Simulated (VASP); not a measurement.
# Al (Fm-3m) in VASP: settings compared

One crystal, Al, is run at these levels: PBE, LDA; tasks: relaxation of cell and atoms.

All numbers are computed with VASP 6.6.1; they aren't measurements. Logs are shortened: lines on timing, memory, paths and dates and some standing lists are left out, and cuts for length are marked.

## Step 1: The structure

Symmetry: Fm-3m, No. 225, cubic system. Conventional cell: a = 4.039 Å, b = 4.039 Å, c = 4.039 Å, α = 90.00°, β = 90.00°, γ = 90.00°. Al (site symmetry m-3m) is surrounded by 12 Al at 2.86 Å.

## Step 2: Relaxation of cell and atoms, PBE

Input file INCAR:

```
PREC = Accurate
ENCUT = 600
EDIFF = 1E-7
ISMEAR = 1
SIGMA = 0.1
LREAL = F
LASPH = T
NELM = 80
ALGO = Normal
ISIF = 3
LWAVE = F
LCHARG = F
GGA = PE
IBRION = 2
NSW = 90
EDIFFG = -0.005
```

Input file KPOINTS:

```
regular mesh
0
Gamma
  16 16 16
```

Input file POSCAR:

```
Al                                      
1.0
   -0.0000000000      2.0196414341      2.0196414341
    2.0196414341     -0.0000000000      2.0196414341
    2.0196414341      2.0196414341     -0.0000000000
  Al            
     1
Direct
     0.0000000000000000    0.0000000000000000    0.0000000000000000
```

Potentials or basis: VASP PAW PBE potentials, release 64 (Al).

The run is started by

```
$ cat potpaw_PBE.64/Al/POTCAR > POTCAR
$ mpirun -np 1 vasp_std > vasp.out
```

OUTCAR:

```text
PREC = Accurate
   ENCUT = 600
   EDIFF = 1E-7
   ISMEAR = 1
   LREAL = F
   LASPH = T
   NELM = 80
   ISIF = 3
   GGA = PE
   IBRION = 2
   NSW = 90
   EDIFFG = -0.005

 ion  position               nearest neighbor table
   1  0.000  0.000  0.000-

  LATTYP: Found a face centered cubic cell.
 ALAT       =     4.0392828682

  Lattice vectors:

 A1 = (   0.0000000000,   2.0196414341,   2.0196414341)
 A2 = (   2.0196414341,   0.0000000000,   2.0196414341)
 A3 = (   2.0196414341,   2.0196414341,   0.0000000000)

Analysis of symmetry for initial positions (statically):
=====================================================================
 Subroutine PRICEL returns:
 Original cell was already a primitive cell.

 Routine SETGRP: Setting up the symmetry group for a
 face centered cubic supercell.

 Subroutine GETGRP returns: Found 48 space group operations
 (whereof 48 operations were pure point group operations)
 out of a pool of 48 trial point group operations.

The static configuration has the point symmetry O_h .

Analysis of symmetry for dynamics (positions and initial velocities):
=====================================================================
 Subroutine PRICEL returns:
 Original cell was already a primitive cell.

 Routine SETGRP: Setting up the symmetry group for a
 face centered cubic supercell.

 Subroutine GETGRP returns: Found 48 space group operations
 (whereof 48 operations were pure point group operations)
 out of a pool of 48 trial point group operations.

The dynamic configuration has the point symmetry O_h .

 Subroutine INISYM returns: Found 48 space group operations
 (whereof 48 operations are pure point group operations),
 and found     1 'primitive' translations

----------------------------------------------------------------------------------------

                                     Primitive cell

  volume of cell :      16.4760

  direct lattice vectors                    reciprocal lattice vectors
     0.000000000  2.019641434  2.019641434    -0.247568698  0.247568698  0.247568698
     2.019641434  0.000000000  2.019641434     0.247568698 -0.247568698  0.247568698
     2.019641434  2.019641434  0.000000000     0.247568698  0.247568698 -0.247568698

  length of vectors
     2.856204307  2.856204307  2.856204307     0.428801563  0.428801563  0.428801563

  position of ions in fractional coordinates (direct lattice)
     0.000000000  0.000000000  0.000000000

  ion indices of the primitive-cell ions
   primitive index   ion index
                 1           1

----------------------------------------------------------------------------------------

 KPOINTS: regular mesh

Automatic generation of k-mesh.
 Grid dimensions read from file:
 generate k-points for:   16   16   16

 Generating k-lattice:

  Cartesian coordinates                     Fractional coordinates (reciprocal lattice)
    -0.015473044  0.015473044  0.015473044     0.062500000  0.000000000  0.000000000
     0.015473044 -0.015473044  0.015473044     0.000000000  0.062500000  0.000000000
     0.015473044  0.015473044 -0.015473044     0.000000000  0.000000000  0.062500000

  Length of vectors
     0.026800098  0.026800098  0.026800098

  Shift w.r.t. Gamma in fractional coordinates (k-lattice)
     0.000000000  0.000000000  0.000000000

 Subroutine IBZKPT returns following result:
 ===========================================

 Found    145 irreducible k-points:

 Following reciprocal coordinates:
            Coordinates               Weight
  0.000000  0.000000  0.000000      1.000000
  0.062500  0.000000  0.000000      8.000000
  0.125000  0.000000  0.000000      8.000000
  0.187500  0.000000  0.000000      8.000000
  0.250000  0.000000  0.000000      8.000000
  0.312500  0.000000  0.000000      8.000000
[... 16 lines left out ...]
 -0.125000  0.062500  0.000000     24.000000
 -0.062500  0.062500  0.000000     12.000000
 [... further k-points ...]
   k-points           NKPTS =    145   k-points in BZ     NKDIM =    145   number of bands    NBANDS=      5
   number of dos      NEDOS =    301   number of ions     NIONS =      1
   total plane-waves  NPLWV =  13824
   dimension x,y,z NGX =    24 NGY =   24 NGZ =   24
   dimension x,y,z NGXF=    48 NGYF=   48 NGZF=   48
   ions per type =               1
   NGX,Y,Z   is equivalent  to a cutoff of  13.97, 13.97, 13.97 a.u.
   NGXF,Y,Z  is equivalent  to a cutoff of  27.94, 27.94, 27.94 a.u.
 SYSTEM =  unknown system
   PREC   = accura    normal or accurate (medium, high low for compatibility)
   ISTART =      0    job   : 0-new  1-cont  2-samecut
   ICHARG =      2    charge: 1-file 2-atom 10-const
   ISPIN  =      1    spin polarized calculation?
   LNONCOLLINEAR =      F non collinear calculations
   LSORBIT =      F    spin-orbit coupling
   LASPH  =      T    aspherical Exc in radial PAW
   ENCUT  =  600.0 eV  44.10 Ry    6.64 a.u.   5.70  5.70  5.70*2*pi/ulx,y,z
   NELM   =     80;   NELMIN=  2; NELMDL= -5     # of ELM steps
   EDIFF  = 0.1E-06   stopping-criterion for ELM
   LREAL  =      F    real-space projection
   EDIFFG = -.5E-02   stopping-criterion for IOM
   NSW    =     90    number of steps for IOM
   IBRION =      2    ionic relax: 0-MD 1-quasi-New 2-CG
   NFREE  =      1    steps in history (QN), initial steepest desc. (CG)
   ISIF   =      3    stress and relaxation
   ISYM   =      2    0-nonsym 1-usesym 2-fastsym
   POTIM  = 0.5000    time-step for ionic-motion
   TEBEG  =    0.0;   TEEND  =   0.0 temperature during run
   PSTRESS=    0.0 pullay stress
   NELECT =       3.0000    total number of electrons
   NUPDOWN=      -1.0000    fix difference up-down
   EMIN   =  10.00;   EMAX   =-10.00  energy-range for DOS
   EFERMI =   0.00;   METHOD = LEGACY
   ISMEAR =     1;   SIGMA  =   0.10  broadening in eV -4-tet -1-fermi 0-gaus
   EFERMI_NEDOS =   21; number of points for ismear=-14 and -15
   IALGO  =     38    algorithm
   IMIX   =      4    mixing-type and parameters
     AMIX     =   0.40;   BMIX     =  1.00
     AMIX_MAG =   1.60;   BMIX_MAG =  1.00
  volume/ion in A,a.u.               =      16.48       111.19
  Fermi-wavevector in a.u.,A,eV,Ry     =   0.927892  1.753462 11.714404  0.860984
  Thomas-Fermi vector in A             =   2.054011
   LORBIT       =      0    0 simple, 1 ext, 2 COOP (PROOUT), +10 PAW based schemes
   GGA     = PE    functional components
   LHFCALC =     F    Hartree Fock is set to
   AEXX    =    0.0000 exact exchange contribution
   IVDW    =     0    specifies the selected vdW correction
   LEPSILON=     F    determine dielectric tensor
   LRPA    =     F    only Hartree local field effects (RPA)
 conjugate gradient relaxation of ions
 non-spin polarized calculation
 Methfessel and Paxton  Order N= 1 SIGMA  =   0.10
  energy-cutoff  :      600.00
  volume of cell :       16.48
 maximum number of plane-waves:       568
   NGX = 11   NGY = 11   NGZ = 11

 number of electron       3.0000000 magnetization

 Free energy of the ion-electron system (eV)
  ---------------------------------------------------
  ext. energy  EPLUGINS =         0.00000000
  ---------------------------------------------------
  free energy    TOTEN  =        -3.75163171 eV

  energy without entropy =       -3.75197646  energy(sigma->0) =       -3.75174662

 E-fermi :   8.0566     XC(G=0): -10.2020

 val. band max:        8.0181297270   @ k =  -0.2500   0.3125   0.1250
 cond. band min:       8.1335213052   @ k =   0.4375   0.4375   0.0000
 fundamental gap:      0.1153915782
 Fermi energy:         8.0566143784

 k-point     1 :       0.0000    0.0000    0.0000
  band No.  band energies     occupation
      1      -3.1294      2.00000
      2      20.6423      0.00000
      3      20.6423      0.00000
      4      20.6423      0.00000
      5      22.1451      0.00000

 k-point     2 :       0.0625    0.0000    0.0000
  band No.  band energies     occupation
      1      -3.0231      2.00000
      2      18.8560      0.00000
      3      20.2689      0.00000
      4      20.2689      0.00000
      5      22.6838      0.00000

 k-point     3 :       0.1250    0.0000    0.0000
  band No.  band energies     occupation
      1      -2.7047      2.00000
      2      16.3374      0.00000
      3      19.6998      0.00000
      4      19.6998      0.00000
      5      22.7470      0.00000

 k-point     4 :       0.1875    0.0000    0.0000
  band No.  band energies     occupation
      1      -2.1756      2.00000
      2      13.8403      0.00000
      3      19.2377      0.00000
      4      19.2377      0.00000
      5      22.5478      0.00000

 k-point     5 :       0.2500    0.0000    0.0000
  band No.  band energies     occupation
      1      -1.4382      2.00000
      2      11.4573      0.00000
      3      18.9335      0.00000
      4      18.9335      0.00000
      5      22.3840      0.00000

 k-point     6 :       0.3125    0.0000    0.0000
  band No.  band energies     occupation
      1      -0.4956      2.00000
      2       9.2209     -0.00000
      3      18.8002      0.00000
      4      18.8002      0.00000
      5      21.7159      0.00000
[... 113 lines left out ...]
 k-point    21 :      -0.2500    0.0625    0.0000
  band No.  band energies     occupation
      1      -1.0535      2.00000
      2      10.7717      0.00000
      3      16.9570      0.00000
      4      20.2253      0.00000
      5      21.2412      0.00000

 k-point    22 :      -0.1875    0.0625    0.0000
  band No.  band energies     occupation
      1      -1.8591      2.00000
      2      13.0950      0.00000
      3      17.2284      0.00000
      4      20.4543      0.00000
      5      22.3943      0.00000

 k-point    23 :      -0.1250    0.0625    0.0000
  band No.  band energies     occupation
      1      -2.4576      2.00000
      2      15.5205      0.00000
      3      17.6941      0.00000
      4      20.7903      0.00000
      5      22.9131      0.00000

 k-point    24 :      -0.0625    0.0625    0.0000
  band No.  band energies     occupation
      1      -2.8461      2.00000
      2      17.7824      0.00000
      3      18.5267      0.00000
      4      20.9179      0.00000
      5      22.3195      0.00000

 [... further k-points ...]

------------------------ aborting loop because EDIFF is reached ----------------------------------------

  FORCE on cell =-STRESS in cart. coord.  units (eV):
  Direction    XX          YY          ZZ          XY          YZ          ZX
  --------------------------------------------------------------------------------------
  -------------------------------------------------------------------------------------
  Total       -0.0000329     -0.0000329     -0.0000329     -0.0000000     -0.0000000     -0.0000000
  in kB       -0.0032006     -0.0032006     -0.0032006     -0.0000000     -0.0000000     -0.0000000
  external PRESSURE =      -0.0032006 kB  Pullay stress =       0.0000000 kB

 VOLUME and BASIS-vectors are now :
 -----------------------------------------------------------------------------
  energy-cutoff  :      600.00
  volume of cell :       16.48
      direct lattice vectors                 reciprocal lattice vectors
     0.000000000  2.019641434  2.019641434    -0.247568698  0.247568698  0.247568698
     2.019641434  0.000000000  2.019641434     0.247568698 -0.247568698  0.247568698
     2.019641434  2.019641434  0.000000000     0.247568698  0.247568698 -0.247568698

 POSITION                                       TOTAL-FORCE (eV/Angst)
 -----------------------------------------------------------------------------------
      0.00000      0.00000      0.00000         0.000000     -0.000000     -0.000000
 -----------------------------------------------------------------------------------
    total drift:                               -0.000000     -0.000000     -0.000000

  FREE ENERGIE OF THE ION-ELECTRON SYSTEM (eV)
  ---------------------------------------------------
  free  energy   TOTEN  =        -3.7516317051 eV

  energy  without entropy=       -3.7519764574  energy(sigma->0) =       -3.75174662

 reached required accuracy - stopping structural energy minimisation
```

Wall time 6.2 s (1 thread of Intel Xeon Platinum 8259CL at 2.50GHz (Skylake/Cascade Lake), shared host); peak memory 0.14 GiB.

What came out:

```
Free energy             : -3.7516 eV
Pressure after relaxing : 0.0 GPa
Band gap on the k mesh  : none (metal or under the smearing width)
```

Final structure:
```xyz
1
Lattice="0.0000 2.0196 2.0196 2.0196 0.0000 2.0196 2.0196 2.0196 0.0000" Properties=species:S:1:pos:R:3 pbc="T T T"
Al    0.0000    0.0000    0.0000
```

Caveat: the relaxation stopped at its first step, so nothing moved.

## Step 3: Relaxation of cell and atoms, LDA

This run uses another cell than the first one, of 16.60 Å³/atom, 1.008 times its volume.

Input file INCAR:

```
ALGO = Normal
EDIFF = 1E-6
EDIFFG = -0.01
ENCUT = 600
IBRION = 2
ISIF = 3
ISMEAR = 1
LASPH = T
LCHARG = F
LREAL = F
LWAVE = F
NELM = 80
NSW = 90
PREC = Accurate
SIGMA = 0.1
```

Input file KPOINTS:

```
k-points
0
Gamma
  16 16 16
```

Input file POSCAR:

```
Al
1.0
    0.0000000000      2.0248050000      2.0248050000
    2.0248050000      0.0000000000      2.0248050000
    2.0248050000      2.0248050000      0.0000000000
Al
1
Direct
    0.0000000000      0.0000000000      0.0000000000
```

Potentials or basis: VASP PAW LDA potentials, release 64 (Al).

The run is started by

```
$ cat potpaw_LDA.64/Al/POTCAR > POTCAR
$ mpirun -np 1 vasp_std > vasp.out
```

It took 7.1 s on 1 thread of Intel Xeon Platinum 8488C (Sapphire Rapids), shared host; peak memory 0.13 GiB.

It converged, with:

```
Free energy                            : -4.1974 eV
Relaxed volume                         : 15.81 Å³/atom
Relaxed cell                           : a = 2.817 Å, b = 2.817 Å, c = 2.817 Å, α = 60.00°, β = 60.00°, γ = 60.00°
Space group after relaxing (to 0.05 Å) : Fm-3m (No. 225)
Energy gained by relaxing              : 9.6 meV/atom
Ionic steps                            : 3
Pressure after relaxing                : 0.0 GPa
Band gap on the k mesh                 : none (metal or under the smearing width)
```

Step by step:
```csv
step,energy change (eV),largest force (eV/Å),pressure (GPa),volume (Å³)
1,0.0000,0.0000,-3.74,16.60
2,-0.0093,0.0000,0.71,15.69
3,-0.0096,0.0000,0.01,15.81
```

Final structure:
```cif
data_structure
_symmetry_space_group_name_H-M 'P 1'
_symmetry_Int_Tables_number 1
_cell_length_a 2.8175
_cell_length_b 2.8175
_cell_length_c 2.8175
_cell_angle_alpha 60.000
_cell_angle_beta 60.000
_cell_angle_gamma 60.000
_cell_volume 15.81
loop_
_atom_site_label
_atom_site_type_symbol
_atom_site_fract_x
_atom_site_fract_y
_atom_site_fract_z
_atom_site_occupancy
Al1 Al 0.00000 0.00000 0.00000 1
```

Levels at points of the mesh, in eV from the Fermi level:
```csv
k point,band 1,band 2,band 3,band 4
"(0.00, 0.00, 0.00)",-11.43,12.77,12.77,12.77
"(0.50, 0.00, 0.00)",-4.75,-4.48,11.60,11.60
"(0.50, 0.50, 0.00)",-3.03,-1.65,5.27,5.70
```

LDA usually gives volumes a few per cent too small. Zero-point motion and thermal expansion aren't in these numbers.

## Step 4: Relaxation of cell and atoms, LDA

This run uses another cell than the first one, of 15.81 Å³/atom, 0.960 times its volume.

INCAR, as its differences from that of step 3:

```diff
@@ -1,4 +1,4 @@
 ALGO = Normal
-EDIFF = 1E-6
-EDIFFG = -0.01
+EDIFF = 1E-7
+EDIFFG = -0.005
 ENCUT = 600
```

KPOINTS is that of step 3.

Input file POSCAR:

```
Al                                      
1.0
   -0.0000000000      1.9922394739      1.9922394739
    1.9922394739      0.0000000000      1.9922394739
    1.9922394739      1.9922394739      0.0000000000
  Al            
     1
Direct
     0.0000000000000000    0.0000000000000000    0.0000000000000000
```

The run is started by

```
$ cat potpaw_LDA.64/Al/POTCAR > POTCAR
$ mpirun -np 1 vasp_std > vasp.out
```

Run time: 3.9 s. Hardware: 1 thread of Intel Xeon Platinum 8488C (Sapphire Rapids), shared host; peak memory 0.12 GiB.

Results (log left out):

| Item | Value |
| --- | --- |
| Free energy | -4.1974 eV |
| Pressure after relaxing | 0.0 GPa |
| Band gap on the k mesh | none (metal or under the smearing width) |

Final structure:
```xyz
1
Lattice="0.0000 1.9922 1.9922 1.9922 0.0000 1.9922 1.9922 1.9922 0.0000" Properties=species:S:1:pos:R:3 pbc="T T T"
Al    0.0000    0.0000    0.0000
```

Levels at points of the mesh, in eV from the Fermi level:
| k point | band 1 | band 2 | band 3 | band 4 | band 5 |
| --- | --- | --- | --- | --- | --- |
| (0.00, 0.00, 0.00) | -11.43 | 12.77 | 12.77 | 12.77 | 14.42 |
| (0.50, 0.00, 0.00) | -4.75 | -4.48 | 11.60 | 11.60 | 11.66 |
| (0.50, 0.50, 0.00) | -3.03 | -1.65 | 5.27 | 5.70 | 5.70 |

Caveat: the relaxation stopped at its first step, so nothing moved.
